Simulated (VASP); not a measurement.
Calculation: LDA (Ceperley-Alder, Perdew-Zunger), VASP's LDA PAW potentials (set 64) (plane waves; VASP).

The input files of a VASP run:

**INCAR**
```
# general
SYSTEM = Li2O
PREC   = Accurate
ENCUT  = 520
LREAL  = .FALSE.
LASPH  = .TRUE.

# electronic loop
EDIFF  = 1E-7
NELM   = 100
ALGO   = Normal

# smearing
ISMEAR = 0
SIGMA  = 0.05

# ions
ISIF   = 2

# output
LWAVE  = .FALSE.
LCHARG = .FALSE.
```

KPOINTS:
```
Regular mesh
0
gamma
 10 10 10
```

File POSCAR:
```
Li2O
1
    0.0000000000     2.2014533923     2.2014533923
    2.2014533923     0.0000000000     2.2014533923
    2.2014533923     2.2014533923     0.0000000000
Li O
2 1
Direct
  0.2500000000   0.2500000000   0.2500000000
  0.7500000000   0.7500000000   0.7500000000
  0.0000000000   0.0000000000   0.0000000000
```

POTCAR, in this order: Li_sv O (LDA.64 set). Program: vasp_std.

What VASP printed:

**OSZICAR**
```
       N       E                     dE             d eps       ncg     rms          rms(c)
DAV:   1     0.360683268952E+02    0.36068E+02   -0.61827E+03   948   0.129E+03
DAV:   2    -0.126501703345E+02   -0.48718E+02   -0.46839E+02  1066   0.236E+02
DAV:   3    -0.174284086505E+02   -0.47782E+01   -0.47579E+01  1674   0.622E+01
DAV:   4    -0.174952050952E+02   -0.66796E-01   -0.66726E-01  1218   0.765E+00
DAV:   5    -0.174958597865E+02   -0.65469E-03   -0.65466E-03  1424   0.552E-01    0.738E+00
DAV:   6    -0.157824026848E+02    0.17135E+01   -0.88102E+00   944   0.196E+01    0.268E+00
DAV:   7    -0.157399938933E+02    0.42409E-01   -0.19371E-01  1074   0.401E+00    0.144E+00
DAV:   8    -0.157195176583E+02    0.20476E-01   -0.57843E-02  1188   0.269E+00    0.312E-01
DAV:   9    -0.157186637424E+02    0.85392E-03   -0.67382E-03  1216   0.789E-01    0.101E-01
DAV:  10    -0.157187523076E+02   -0.88565E-04   -0.31644E-04  1076   0.170E-01    0.378E-02
DAV:  11    -0.157187366567E+02    0.15651E-04   -0.28915E-05  1124   0.724E-02    0.703E-03
DAV:  12    -0.157187363071E+02    0.34960E-06   -0.23958E-06  1576   0.156E-02    0.176E-03
DAV:  13    -0.157187362604E+02    0.46734E-07   -0.16718E-07   818   0.445E-03
   1 F= -.15718736E+02 E0= -.15718736E+02  d E =-.256385E-15
```

OUTCAR:
```
------------------------ aborting loop because EDIFF is reached ----------------------------------------
  FORCE on cell =-STRESS in cart. coord.  units (eV):
  Direction    XX          YY          ZZ          XY          YZ          ZX
  --------------------------------------------------------------------------------------
  Total        0.8792063      0.8792063      0.8792063     -0.0000000      0.0000000      0.0000000
  in kB       66.0150397     66.0150397     66.0150397     -0.0000000      0.0000000      0.0000000
  external PRESSURE =      66.0150397 kB  Pullay stress =       0.0000000 kB
  volume of cell :       21.34
      direct lattice vectors                 reciprocal lattice vectors
     0.000000000  2.201453392  2.201453392    -0.227122683  0.227122683  0.227122683
     2.201453392  0.000000000  2.201453392     0.227122683 -0.227122683  0.227122683
     2.201453392  2.201453392  0.000000000     0.227122683  0.227122683 -0.227122683
 POSITION                                       TOTAL-FORCE (eV/Angst)
 -----------------------------------------------------------------------------------
      1.10073      1.10073      1.10073         0.000000      0.000000      0.000000
      3.30218      3.30218      3.30218        -0.000000     -0.000000     -0.000000
      0.00000      0.00000      0.00000        -0.000000     -0.000000     -0.000000
 -----------------------------------------------------------------------------------
    total drift:                               -0.000000      0.000000      0.000000
  FREE ENERGIE OF THE ION-ELECTRON SYSTEM (eV)
  ---------------------------------------------------
  free  energy   TOTEN  =       -15.7187362604 eV

  energy  without entropy=      -15.7187362604  energy(sigma->0) =      -15.71873626
```
(Selected blocks of OUTCAR.)

OUTCAR:
```
 val. band max:        1.9951997638   @ k =   0.0000   0.0000   0.0000

 cond. band min:       7.0397696677   @ k =   0.5000   0.5000   0.0000


 Fermi energy:         2.2527000856

 k-point     1 :       0.0000    0.0000    0.0000
  band No.  band energies     occupation
      1     -39.7035      2.00000
      2     -39.1264      2.00000
      3     -13.3309      2.00000
      4       1.9952      2.00000
      5       1.9952      2.00000
      6       1.9952      2.00000
      7       8.3942      0.00000
      8      14.3766      0.00000
      9      14.3766      0.00000
     10      14.3766      0.00000

 k-point     2 :       0.1000    0.0000    0.0000
  band No.  band energies     occupation
      1     -39.6868      2.00000
      2     -39.1378      2.00000
      3     -13.3136      2.00000
      4       1.6159      2.00000
      5       1.9360      2.00000
      6       1.9360      2.00000
      7       8.6389      0.00000
      8      14.4834      0.00000
      9      14.5508      0.00000
     10      14.5508      0.00000

 k-point     3 :       0.2000    0.0000    0.0000
  band No.  band energies     occupation
      1     -39.6385      2.00000
      2     -39.1722      2.00000
      3     -13.2650      2.00000
      4       0.7291      2.00000
      5       1.7884      2.00000
      6       1.7884      2.00000
      7       9.2840      0.00000
      8      14.6278      0.00000
      9      14.8730      0.00000
     10      14.8730      0.00000

 k-point     4 :       0.3000    0.0000    0.0000
  band No.  band energies     occupation
      1     -39.5659      2.00000
      2     -39.2277      2.00000
      3     -13.1992      2.00000
      4      -0.2250      2.00000
      5       1.6192      2.00000
      6       1.6192      2.00000
      7      10.1982      0.00000
      8      14.4665      0.00000
      9      14.9048      0.00000
     10      14.9048      0.00000

 k-point     5 :       0.4000    0.0000    0.0000
...
```

The compound is Li2O in the antifluorite structure. This cell is one point of a volume scan, at 0.94 of the reference volume.
